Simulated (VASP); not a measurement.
# Vibrations of BN (Qingsongite): a test of the settings

Aim: test the modes of BN (Qingsongite) against the numerical settings. The starting structure is a measured crystal structure from the Crystallography Open Database.

Calculated with VASP 6.6.1; Kohn-Sham DFT with plane waves and PAW; LDA.

## 1. The structure

It takes space group F-43m (No. 216, cubic). The conventional cell has a = 3.615 Å, b = 3.615 Å, c = 3.615 Å, α = 90.00°, β = 90.00°, γ = 90.00°. Nearest to N lie 4 B at 1.57 Å. Nearest to B lie 4 N at 1.57 Å. Farther neighbours and most contacts between anions are not listed.

## 2. Reference modes

The cell comes from a relaxation at this level, not shown (11.50 Å³).

Input file INCAR:

```
SYSTEM = BN
PREC = Accurate
ENCUT = 520
EDIFF = 1E-08
NELM = 100
ISMEAR = 0
SIGMA = 0.03
LREAL = .FALSE.
ALGO = Normal
GGA = CA
NBANDS = 10
LORBIT = 11
LWAVE = .FALSE.
LCHARG = .FALSE.
KPAR = 8
IBRION = 8
LEPSILON = .TRUE.
LPEAD = .TRUE.
ISIF = 2
```

Input file POSCAR:

```
BN
1.0
    0.0000000000      1.7917290351      1.7917290351
    1.7917290351      0.0000000000      1.7917290351
    1.7917290351      1.7917290351      0.0000000000
N B
1 1
Direct
    0.7500000000      0.7500000000      0.7500000000
    0.0000000000      0.0000000000      0.0000000000
```

Input file KPOINTS:

```
Automatic mesh
0
Gamma
14 14 14
0 0 0
```

Potentials, in the order of the species: N and B (LDA family, release 64).

The run is started by

```sh
$ mpirun -np 8 vasp_std
```

Log:

```text
[banner, memory and clock lines left out]
running    8 mpi-ranks, on    1 nodes
 distrk:  each k-point on    1 cores,    8 groups
 distr:  one band on    1 cores,    1 groups

 POSCAR found type information on POSCAR N B
 POSCAR found :  2 types and       2 ions
|                                                                             |
|           W    W    AA    RRRRR   N    N  II  N    N   GGGG   !!!           |
|           W    W   A  A   R    R  NN   N  II  NN   N  G    G  !!!           |
|           W    W  A    A  R    R  N N  N  II  N N  N  G       !!!           |
|           W WW W  AAAAAA  RRRRR   N  N N  II  N  N N  G  GGG   !            |
|           WW  WW  A    A  R   R   N   NN  II  N   NN  G    G                |
|           W    W  A    A  R    R  N    N  II  N    N   GGGG   !!!           |
|                                                                             |
|     For optimal performance we recommend to set                             |
|       NCORE = 2 up to number-of-cores-per-socket                            |
|     NCORE specifies how many cores store one orbital (NPAR=cpu/NCORE).      |
|     This setting can greatly improve the performance of VASP for DFT.       |
|     The default, NCORE=1 might be grossly inefficient on modern             |
|     multi-core architectures or massively parallel machines. Do your        |
|     Unfortunately you need to use the default for GW and RPA                |
|     calculations (for HF NCORE is supported but not extensively tested      |
|     yet).                                                                   |
|                                                                             |

 LDA part: xc-table for (Slater(with rela. corr.)+CA(PZ))
 , standard interpolation
 POSCAR, INCAR and KPOINTS ok, starting setup
 FFT: planning ... GRIDC
 FFT: planning ... GRID_SOFT
 FFT: planning ... GRID
 WAVECAR not read
 entering main loop
       N       E                     dE             d eps       ncg     rms          rms(c)
DAV:   1     0.709457797868E+01    0.70946E+01   -0.49345E+03  2104   0.783E+02
DAV:   2    -0.201931663674E+02   -0.27288E+02   -0.26258E+02  2510   0.155E+02
DAV:   3    -0.205931484496E+02   -0.39998E+00   -0.39935E+00  2404   0.165E+01
DAV:   4    -0.205936123176E+02   -0.46387E-03   -0.46386E-03  2272   0.670E-01
DAV:   5    -0.205936127645E+02   -0.44691E-06   -0.44690E-06  2370   0.206E-02    0.665E+00
DAV:   6    -0.195646856005E+02    0.10289E+01   -0.33327E+00  2108   0.113E+01    0.317E+00
DAV:   7    -0.194465274887E+02    0.11816E+00   -0.96138E-02  2308   0.264E+00    0.180E+00
DAV:   8    -0.194141096905E+02    0.32418E-01   -0.50426E-02  2334   0.161E+00    0.187E-01
DAV:   9    -0.194139541446E+02    0.15555E-03   -0.86495E-04  2250   0.276E-01    0.827E-02
DAV:  10    -0.194139385634E+02    0.15581E-04   -0.43302E-05  2346   0.668E-02    0.139E-02
DAV:  11    -0.194139390385E+02   -0.47502E-06   -0.16984E-06  2322   0.939E-03    0.612E-03
DAV:  12    -0.194139389717E+02    0.66714E-07   -0.48617E-07  2286   0.434E-03    0.224E-04
DAV:  13    -0.194139389728E+02   -0.10533E-08   -0.76828E-09  1320   0.887E-04
   1 F= -.19413939E+02 E0= -.19413939E+02  d E =-.800194E-17
 Linear response reoptimize wavefunctions to high precision
DAV:   1    -0.194139389729E+02   -0.93564E-10   -0.18906E-10  1454   0.159E-04
 Linear response to external field (no local field effect), progress :
  Direction:   1
       N       E                     dE             d eps       ncg     rms          rms(c)
RMM:   1    -0.139613133010E+00   -0.13961E+00   -0.43071E-01  1242   0.198E+00
RMM:   2    -0.140032612138E+00   -0.41948E-03   -0.30533E-04  1248   0.138E-01
RMM:   3    -0.140033248147E+00   -0.63601E-06   -0.40781E-07  1248   0.456E-03
RMM:   4    -0.140033248702E+00   -0.55473E-09   -0.14834E-09   886   0.203E-04
 change of polarisation eV/A/(eV/A) component  1 :     0.280     0.118     0.031
 dielectric tensor                  component  1 :     5.405     1.862     0.493
 Linear response to external field (no local field effect), progress :
  Direction:   2
       N       E                     dE             d eps       ncg     rms          rms(c)
RMM:   1    -0.139102597433E+00   -0.13910E+00   -0.42321E-01  1244   0.196E+00
RMM:   2    -0.139457391037E+00   -0.35479E-03   -0.29310E-04  1248   0.134E-01
RMM:   3    -0.139457989303E+00   -0.59827E-06   -0.36762E-07  1248   0.442E-03
RMM:   4    -0.139457990311E+00   -0.10079E-08   -0.15232E-09   876   0.194E-04
 change of polarisation eV/A/(eV/A) component  2 :     0.118     0.279    -0.040
 dielectric tensor                  component  2 :     1.862     5.387    -0.635
 Linear response to external field (no local field effect), progress :
  Direction:   3
       N       E                     dE             d eps       ncg     rms          rms(c)
RMM:   1    -0.749793901288E-01   -0.74979E-01   -0.20388E-01  1216   0.156E+00
RMM:   2    -0.753205666168E-01   -0.34118E-03   -0.18666E-04  1248   0.115E-01
RMM:   3    -0.753210551008E-01   -0.48848E-06   -0.24070E-07  1248   0.385E-03
RMM:   4    -0.753210562144E-01   -0.11136E-08   -0.55217E-10   871   0.180E-04
 change of polarisation eV/A/(eV/A) component  3 :     0.031    -0.040     0.151
 dielectric tensor                  component  3 :     0.494    -0.635     3.370
 Linear response to external field, progress :
  Direction:   1
       N       E                     dE             d eps       ncg     rms          rms(c)
RMM:   1    -0.117896991225E+00   -0.11790E+00   -0.35259E-01  5072   0.183E+00
RMM:   2    -0.118269449708E+00   -0.37246E-03   -0.26062E-04  5136   0.129E-01    0.576E-01
RMM:   3    -0.115993221001E+00    0.22762E-02   -0.99622E-04 12917   0.238E-01    0.337E-01
RMM:   4    -0.119698533241E+00   -0.37053E-02   -0.13990E-03 17144   0.286E-01    0.369E-02
RMM:   5    -0.120159660943E+00   -0.46113E-03   -0.14414E-05 13542   0.302E-02    0.412E-03
RMM:   6    -0.120172617543E+00   -0.12957E-04   -0.22746E-08 14346   0.163E-03    0.220E-03
RMM:   7    -0.120181649258E+00   -0.90317E-05   -0.77310E-09 14340   0.840E-04    0.983E-05
RMM:   8    -0.120181822635E+00   -0.17338E-06   -0.61491E-10  9962   0.388E-05    0.257E-05
RMM:   9    -0.120181818180E+00    0.44549E-08   -0.54368E-10  8345   0.432E-05    0.221E-06
 change of polarisation eV/A/(eV/A) component  1 :     0.227     0.040     0.024
 dielectric tensor                  component  1 :     4.566     0.622     0.375
 Linear response to external field, progress :
  Direction:   2
       N       E                     dE             d eps       ncg     rms          rms(c)
RMM:   1    -0.117897087366E+00   -0.11790E+00   -0.35259E-01  5072   0.183E+00
RMM:   2    -0.118269443462E+00   -0.37236E-03   -0.26266E-04  5136   0.129E-01    0.576E-01
RMM:   3    -0.115993257761E+00    0.22762E-02   -0.99690E-04 12916   0.238E-01    0.337E-01
RMM:   4    -0.119698687191E+00   -0.37054E-02   -0.14003E-03 17130   0.286E-01    0.369E-02
RMM:   5    -0.120159766905E+00   -0.46108E-03   -0.14431E-05 13537   0.302E-02    0.412E-03
RMM:   6    -0.120172735487E+00   -0.12969E-04   -0.23167E-08 14343   0.163E-03    0.220E-03
RMM:   7    -0.120181762161E+00   -0.90267E-05   -0.73142E-09 14340   0.840E-04    0.971E-05
RMM:   8    -0.120181929743E+00   -0.16758E-06   -0.18142E-10  9768   0.383E-05    0.280E-05
RMM:   9    -0.120181934578E+00   -0.48345E-08   -0.47542E-10  8591   0.460E-05    0.265E-06
 change of polarisation eV/A/(eV/A) component  2 :     0.025     0.227     0.028
 dielectric tensor                  component  2 :     0.401     4.566     0.440
 Linear response to external field, progress :
  Direction:   3
       N       E                     dE             d eps       ncg     rms          rms(c)
RMM:   1    -0.117896846567E+00   -0.11790E+00   -0.35259E-01  5072   0.183E+00
RMM:   2    -0.118269445763E+00   -0.37260E-03   -0.26079E-04  5136   0.129E-01    0.576E-01
RMM:   3    -0.115993241994E+00    0.22762E-02   -0.99626E-04 12917   0.238E-01    0.337E-01
RMM:   4    -0.119698653765E+00   -0.37054E-02   -0.13991E-03 17142   0.286E-01    0.369E-02
RMM:   5    -0.120159765384E+00   -0.46111E-03   -0.14415E-05 13541   0.302E-02    0.412E-03
RMM:   6    -0.120172734264E+00   -0.12969E-04   -0.22984E-08 14344   0.163E-03    0.220E-03
RMM:   7    -0.120181761967E+00   -0.90277E-05   -0.77228E-09 14341   0.839E-04    0.974E-05
RMM:   8    -0.120181929711E+00   -0.16774E-06   -0.46592E-10  9777   0.374E-05    0.277E-05
RMM:   9    -0.120181933601E+00   -0.38902E-08   -0.67154E-10  8557   0.447E-05    0.263E-06
 change of polarisation eV/A/(eV/A) component  3 :     0.022     0.041     0.227
 dielectric tensor                  component  3 :     0.345     0.651     4.566
 Linear response DOF=           2
 Linear response progress:
  Degree of freedom:   1/  2
       N       E                     dE             d eps       ncg     rms          rms(c)
RMM:   1    -0.229577044873E+00   -0.22958E+00    0.10802E-01 17340   0.331E+00
RMM:   2    -0.224052500705E+00    0.55245E-02   -0.21331E-03 13236   0.430E-01    0.231E-01
RMM:   3    -0.225021055253E+00   -0.96855E-03   -0.42579E-04 12772   0.160E-01    0.125E-01
RMM:   4    -0.227058653920E+00   -0.20376E-02   -0.39579E-04 12377   0.156E-01    0.232E-02
RMM:   5    -0.227115646751E+00   -0.56993E-04   -0.84622E-06 14212   0.227E-02    0.874E-04
RMM:   6    -0.227123522436E+00   -0.78757E-05   -0.10220E-06 14002   0.111E-03    0.403E-04
RMM:   7    -0.227121576552E+00    0.19459E-05   -0.11967E-06 14367   0.380E-04    0.462E-05
RMM:   8    -0.227121383368E+00    0.19318E-06   -0.97624E-07 14295   0.369E-05    0.197E-05
RMM:   9    -0.227121320981E+00    0.62387E-07   -0.98491E-07 14807   0.330E-05    0.938E-07
RMM:  10    -0.227121320682E+00    0.29922E-09   -0.99159E-07 10839   0.196E-05    0.430E-07
RMM:  11    -0.227121322437E+00   -0.17551E-08   -0.95332E-07  9705   0.197E-05    0.212E-08
 first order change of Fermi-energy   0.14742E-03
 force on displaced ion       1 direction 1 : -25.541  -0.000  -0.000
 Born effective charge ion    1 direction 1 :  -1.874   0.000   0.000
 Linear response progress:
  Degree of freedom:   2/  2
       N       E                     dE             d eps       ncg     rms          rms(c)
RMM:   1    -0.418395094530E-01   -0.41840E-01   -0.24914E-02 21774   0.134E+00
RMM:   2    -0.362222563981E-01    0.56173E-02    0.62842E-04 13182   0.239E-01    0.148E-01
RMM:   3    -0.362867203305E-01   -0.64464E-04    0.11704E-04 13676   0.783E-02    0.829E-02
RMM:   4    -0.365835492382E-01   -0.29683E-03   -0.31117E-05 13669   0.892E-02    0.763E-03
RMM:   5    -0.365826644684E-01    0.88477E-06    0.26742E-05 14077   0.719E-03    0.111E-03
RMM:   6    -0.365829984046E-01   -0.33394E-06    0.21720E-06 14096   0.517E-04    0.413E-04
RMM:   7    -0.365809599254E-01    0.20385E-05   -0.21170E-07 14271   0.389E-04    0.440E-05
RMM:   8    -0.365810037524E-01   -0.43827E-07    0.10930E-07 14376   0.319E-05    0.102E-05
RMM:   9    -0.365809443955E-01    0.59357E-07    0.17827E-07 14558   0.160E-05    0.858E-07
RMM:  10    -0.365809456317E-01   -0.12362E-08    0.16399E-07  9611   0.899E-06    0.344E-07
RMM:  11    -0.365809317069E-01    0.13925E-07    0.31511E-07  7884   0.900E-06    0.141E-08
 first order change of Fermi-energy  -0.46228E-05
 force on displaced ion       2 direction 1 : -25.553  -0.000  -0.000
 Born effective charge ion    2 direction 1 :   1.874   0.000   0.000
 Born effective charges drift removed
 Linear response finished
```

It took 50 s on 8 MPI ranks of AMD EPYC 7R43, shared host; peak memory 2 GiB; 6.5 min of CPU time.

The logs omit lines about the potential files and the build; timing stands in the text.

OUTCAR, selected parts (step 2):

```text
ion  position               nearest neighbor table
   1  0.750  0.750  0.750-   2 1.55   2 1.55   2 1.55   2 1.55
   2  0.000  0.000  0.000-   1 1.55   1 1.55   1 1.55   1 1.55

  LATTYP: Found a face centered cubic cell.
 ALAT       =     3.5834580702

 Subroutine GETGRP returns: Found 24 space group operations
 (whereof 24 operations were pure point group operations)

The static configuration has the point symmetry T_d .

 Found    104 irreducible k-points:

   k-points           NKPTS =    104   k-points in BZ     NKDIM =    104   number of bands    NBANDS=     10

   dimension x,y,z NGX =    20 NGY =   20 NGZ =   20
   dimension x,y,z NGXF=    40 NGYF=   40 NGZF=   40

   ENCUT  =  520.0 eV  38.22 Ry    6.18 a.u.   4.71  4.71  4.71*2*pi/ulx,y,z

   NELECT =       8.0000    total number of electrons

 k-points in reciprocal lattice and weights: Automatic mesh
   0.00000000  0.00000000  0.00000000       0.000
   0.07142857  0.00000000  0.00000000       0.003
   0.14285714  0.00000000  0.00000000       0.003
   0.21428571  0.00000000  0.00000000       0.003
   0.28571429  0.00000000  0.00000000       0.003
   0.35714286  0.00000000  0.00000000       0.003
   0.42857143  0.00000000  0.00000000       0.003
   0.50000000  0.00000000  0.00000000       0.001
   0.07142857  0.07142857  0.00000000       0.002
[...]
-0.28571429  0.42857143  0.21428571       0.009
  -0.28571429  0.50000000  0.21428571       0.004

 average (electrostatic) potential at core
       1 -59.8012       2 -29.2063

  Total        0.0001675      0.0001675      0.0001675      0.0000000      0.0000000      0.0000000
  in kB        0.0233287      0.0233287      0.0233287      0.0000000      0.0000000      0.0000000
  external PRESSURE =       0.0233287 kB  Pullay stress =       0.0000000 kB

  energy-cutoff  :      520.00
  volume of cell :       11.50
      direct lattice vectors                 reciprocal lattice vectors
     0.000000000  1.791729035  1.791729035    -0.279060053  0.279060053  0.279060053
     1.791729035  0.000000000  1.791729035     0.279060053 -0.279060053  0.279060053
     1.791729035  1.791729035  0.000000000     0.279060053  0.279060053 -0.279060053

 POSITION                                       TOTAL-FORCE (eV/Angst)
 -----------------------------------------------------------------------------------
      2.68759      2.68759      2.68759        -0.000000     -0.000000     -0.000000
      0.00000      0.00000      0.00000         0.000000      0.000000      0.000000
 -----------------------------------------------------------------------------------
    total drift:                                0.000000      0.000000      0.000000

 MACROSCOPIC STATIC DIELECTRIC TENSOR (including local field effects in DFT)
 ------------------------------------------------------
           4.566233    -0.000000     0.000000
          -0.000000     4.566233     0.000000
          -0.000000    -0.000000     4.566233
 ------------------------------------------------------

 PIEZOELECTRIC TENSOR (including local field effects)  for field in x, y, z        (C/m^2)
          XX          YY          ZZ          XY          YZ          ZX
  --------------------------------------------------------------------------------
  x     0.00000     0.00000    -0.00000     0.00000     1.02910     0.00000
  y     0.00000    -0.00000    -0.00000     0.00000     0.00000     1.02910
  z    -0.00000     0.00000     0.00000     1.02910     0.00000     0.00000

 BORN EFFECTIVE CHARGES (including local field effects) (in |e|, cummulative output)
 ---------------------------------------------------------------------------------
 ion    1
    1    -1.87409    -0.00000    -0.00000
    2     0.00000    -1.87409    -0.00000
    3    -0.00000     0.00000    -1.87409
 ion    2
    1     1.87409     0.00000     0.00000
    2    -0.00000     1.87409     0.00000
    3     0.00000    -0.00000     1.87409

 Eigenvectors and eigenvalues of the dynamical matrix
 ----------------------------------------------------

   1 f  =   31.992440 THz   201.014427 2PiTHz 1067.152920 cm-1   132.310040 meV
             X         Y         Z           dx          dy          dz
      2.687594  2.687594  2.687594     0.660004    0.000000   -0.000000
      0.000000  0.000000  0.000000    -0.751262   -0.000000   -0.000000

   2 f  =   31.992440 THz   201.014427 2PiTHz 1067.152920 cm-1   132.310040 meV
             X         Y         Z           dx          dy          dz
      2.687594  2.687594  2.687594    -0.000000    0.660004    0.000000
      0.000000  0.000000  0.000000     0.000000   -0.751262    0.000000

   3 f  =   31.992440 THz   201.014427 2PiTHz 1067.152920 cm-1   132.310040 meV
             X         Y         Z           dx          dy          dz
      2.687594  2.687594  2.687594     0.000000    0.000000   -0.660004
      0.000000  0.000000  0.000000     0.000000    0.000000    0.751262

   4 f/i=    0.003583 THz     0.022511 2PiTHz    0.119507 cm-1     0.014817 meV
             X         Y         Z           dx          dy          dz
      2.687594  2.687594  2.687594     0.268706   -0.540430    0.447355
      0.000000  0.000000  0.000000     0.236066   -0.474783    0.393014

   5 f/i=    0.003583 THz     0.022511 2PiTHz    0.119507 cm-1     0.014817 meV
             X         Y         Z           dx          dy          dz
      2.687594  2.687594  2.687594     0.677270    0.074852   -0.316380
      0.000000  0.000000  0.000000     0.595001    0.065760   -0.277948

   6 f/i=    0.003583 THz     0.022511 2PiTHz    0.119507 cm-1     0.014817 meV
             X         Y         Z           dx          dy          dz
      2.687594  2.687594  2.687594     0.183020    0.516456    0.513976
      0.000000  0.000000  0.000000     0.160788    0.453721    0.451542

 MACROSCOPIC STATIC DIELECTRIC TENSOR IONIC CONTRIBUTION
 ------------------------------------------------------
           2.162509    -0.000000     0.000000
          -0.000000     2.162509     0.000000
           0.000000     0.000000     2.162509
 ------------------------------------------------------

 ELASTIC MODULI CONTR FROM IONIC RELAXATION (kBar)
 Direction    XX          YY          ZZ          XY          YZ          ZX
 --------------------------------------------------------------------------------
 XX          -0.0000      0.0000      0.0000      0.0000     -0.0000      0.0000
 YY           0.0000     -0.0000      0.0000      0.0000      0.0000     -0.0000
 ZZ           0.0000      0.0000     -0.0000     -0.0000      0.0000      0.0000
 XY           0.0000      0.0000     -0.0000    -39.4321      0.0000     -0.0000
 YZ          -0.0000      0.0000      0.0000      0.0000    -39.4321      0.0000
 ZX           0.0000     -0.0000      0.0000     -0.0000      0.0000    -39.4321
 --------------------------------------------------------------------------------

 PIEZOELECTRIC TENSOR IONIC CONTR  for field in x, y, z        (C/m^2)
          XX          YY          ZZ          XY          YZ          ZX
  --------------------------------------------------------------------------------
  x    -0.00000     0.00000     0.00000     0.00000    -0.27477     0.00000
  y     0.00000    -0.00000     0.00000    -0.00000     0.00000    -0.27477
  z     0.00000     0.00000    -0.00000    -0.27477    -0.00000    -0.00000
```

Energies printed during the response cycles are not total energies of the cell.

Reference: the zone-centre mode is T2 1067.2 cm⁻¹.

[end of part 1 of 2]

[Lines on the potential files, build, host, timing and source positions are cut from VASP's logs without a mark.]

[Logs are printed without paths, hosts, clocks, repeated set-up lines and the standing remarks that a program may print on its own settings, such as how far it seeks lower states.]

[Hosts, paths, dates, database ids (printed as entryN), source tags and the programs' standing remarks are cut or masked in the printed files.]
